**Notebook page: six elements made to be bcc**

Each row is a crystal of one element alone, built on the lattice of tungsten and relaxed with PBE. The energy over elements is its energy per atom above that of the element's standard state.

Bcc crystals of single elements, made by replacing W in its relaxed cell (1 atom, 16.13 Å³) and relaxing again within space group Im-3m. Ansatz 0.2.0, PBE, plane-wave PAW, scalar-relativistic, without spin polarisation; cutoff 420 eV, Gaussian smearing 0.1 eV, k meshes from 16×16×16 to 20×20×20. Energies are relative to the elements' standard states.

| element | energy over elements (eV/atom) | volume per atom (Å³) | Z | covalent radius (Cordero) (Å) |
| --- | --- | --- | --- | --- |
| V | 0.000 | 13.46 | 23 | 1.53 |
| Cr | 0.012 | 11.55 | 24 | 1.39 |
| Nb | 0.002 | 18.15 | 41 | 1.64 |
| Mo | 0.004 | 15.78 | 42 | 1.54 |
| Sb | 0.235 | 27.28 | 51 | 1.39 |
| Re | 0.319 | 15.09 | 75 | 1.51 |

**1. Does a low energy mean that the element fits well into tungsten?**

No, because every tungsten atom has been replaced. The energy compares one form of an element with another form of the same element, so by itself it doesn't tell how well the element dissolves in tungsten. It doesn't follow the match in size either. Re takes a volume only 6 % below that of tungsten and yet costs the most, while Cr is 28 % smaller and costs almost nothing.

**2. Why are four of the energies close to zero, and can those four be ranked?**

V, Nb, Mo and Cr are bcc metals in ordinary life, so the calculation has mostly rebuilt their standard states. A value near zero is what a consistent calculation should give here. V, Nb and Mo differ by at most 0.004 eV, which is also the size of the largest correction for the smearing of the electron levels. For each of them the crystal is the standard state itself, so the true value is zero and their order has no physical meaning. Cr stands slightly apart at 0.012 eV, and the last question gives a possible reason. The energies of Re and Sb are far above that scale.

**3. Why does Re pay 0.319 eV when its size is so close to that of tungsten?**

Re has one more valence electron, seven instead of six, and normally chooses hcp. In a bcc transition metal the d states form two groups with a valley between them. Six valence electrons per atom fill the lower group roughly up to the valley, which favours bcc. The seventh has to go into the upper group, and hcp offers it a better arrangement of levels.

The smearing gives a way to see the valley. For Gaussian smearing of width $\sigma$, the entropy term is $TS = D\sigma^2/2$, where $D$ is the density of states near the Fermi level, taken as constant over that width. This gives about 0.7 states/eV for Cr and for tungsten, 0.5 for Mo and 1.5 for Re. The six-electron metals do sit in a valley, and Re has left it.

A high $D$ alone doesn't make bcc unfavourable. V and Nb, with five electrons, have values as high as that of Re and are still bcc, because they stand on the other side of the valley, where the upper group is still empty. What counts is which levels are filled, and that part of the explanation rests on band theory. In a series of hcp crystals the roles would be exchanged: Re would lie near zero, and the four bcc metals would pay.

**4. Which is larger, V or Cr, and V or Nb?**

V is larger than Cr, and Nb is larger than V. The first difference can be understood from two limits. An empty d band gives no d bonding, and a full one gives almost none, since bonding and antibonding states then cancel. Bonding is strongest near half filling, so on the way there each added electron pulls the atoms together, helped by the higher nuclear charge. This is the step from V to Cr and from Nb to Mo, and it shrinks the volume by 13 to 14 %.

The second difference comes from the shell. The 4d orbitals of Nb reach farther out than the 3d orbitals of V, and the atom has a larger core. The volume grows by about 35 %.

**5. Could the volume of Mo have been estimated from its neighbours?**

Yes, if shell and electron count act independently. Write the volume per atom as $V = p\,g$, with a factor $p$ for the shell and a factor $g$ for the group of the periodic table. Dividing by the volume of V removes the shell factor of Cr and the group factor of Nb, which leaves the two factors of Mo:

$$V_{\mathrm{Mo}} \approx \frac{V_{\mathrm{Cr}}\,V_{\mathrm{Nb}}}{V_{\mathrm{V}}} = \frac{11.55 \times 18.15}{13.46} = 15.57\ \text{Å}^3 .$$

This is 1.3 % below the computed volume of Mo, which did not enter the estimate.

The next step down the group doesn't bring the same growth. From Cr to Mo the volume grows by 37 %, but from Mo to tungsten by only 2 %. Between these two the 4f shell has been filled, and 4f electrons screen the nucleus poorly, so the outer electrons are drawn inwards. Relativity adds to this contraction.

**6. Cr and Sb have the same covalent radius. Why is the Sb crystal more than twice as large?**

A covalent radius describes an atom in a certain kind of bonding, and these two elements bond differently. When a volume proportional to the cube of the covalent radius is fitted to the five d metals, it describes them roughly, with its largest error for V. For Sb, which was left out of the fit because it bonds through p electrons, it gives 11 Å³ where the calculation gives 27 Å³. The output below shows the same contrast in distances: neighbours in the d metals are closer than twice the covalent radius, and in Sb they are 18 % farther apart.

The chemistry of Sb suggests why. Its three p electrons normally make three short, directed bonds. In bcc they have to serve eight equal neighbours, so each contact gets only a fraction of a bond and becomes longer. Losing the directed bonds is also the likely reason for the cost of 0.235 eV.

**7. Would pressure help Sb to become bcc?**

It should, because bcc Sb is the denser form: ordinary Sb takes roughly 30 Å³ per atom (a recalled value). Pressure pays for the structure when pressure times the volume saved equals the energy cost. With the volumes at zero pressure, that gives something of the order of 10 GPa. The estimate leaves out that both forms shrink under pressure and that other structures may come in between. The volume saved is a small difference between two large numbers, one of them recalled, so only the order of magnitude deserves trust.

The energies of Re and Sb are also no measure of how long such a crystal would last. The relaxation kept the bcc symmetry, so either crystal might slide into a lower structure without any barrier.

**8. What would change if the electrons were allowed to have spin?**

Cr is the row to watch. Real Cr is antiferromagnetic up to slightly above room temperature, and the crystal computed here is non-magnetic. Antiferromagnetic order should lower its energy and slightly enlarge its volume. Its 0.012 eV may simply be this magnetic energy, if the standard state was computed with magnetism, but that is a guess. Switching on spin would not be enough to find out: neighbouring atoms must carry opposite moments, and a cell with one atom has no room for two directions. The cell would have to be doubled first.

Printed output of the fit:

```
Size in the bcc crystal:
  row  valence electrons  nearest distance (Å)  distance over twice covalent radius  volume against W (%)
    V                  5                 2.596                               0.8482                -16.55
   Cr                  6                 2.466                               0.8872                -28.39
   Nb                  5                 2.867                               0.8742                 12.52
   Mo                  6                 2.737                               0.8886                 -2.17
   Sb                  5                 3.285                                1.182                 69.13
   Re                  7                 2.696                               0.8928                -6.448
fit of v on 5 rows (dmetal): coefficient of r3 4.156 +/- 0.11; rms 0.798, worst V 1.43, leave-one-out rms 0.991
  rows outside the fit (model, value, miss): Sb 11.16, 27.28, -16.1
Volume change from V to Cr (%): -14.19
Volume change from Nb to Mo (%): -13.06
Volume change from W to Re (%): -6.448
Volume change from V to Nb (%): 34.84
Volume change from Cr to Mo (%): 36.62
Volume change from Mo to W (%): 2.218
Mo volume predicted as Cr times Nb over V (Å³): 15.57
Error of that prediction (%): -1.302
Volume of Sb over volume of Cr: 2.362
Energy of Re less energy of Sb (eV/atom): 0.084
Density of states near the Fermi level, V (states/eV): 1.75
Density of states near the Fermi level, Cr (states/eV): 0.6932
Density of states near the Fermi level, Nb (states/eV): 1.679
Density of states near the Fermi level, Mo (states/eV): 0.5361
Density of states near the Fermi level, Re (states/eV): 1.541
Density of states near the Fermi level, parent W (states/eV): 0.7095
Largest smearing correction to an energy, half of TS (eV/atom): 0.004374
Pressure scale that would favour bcc Sb, order of magnitude only (GPa): 13.84
```
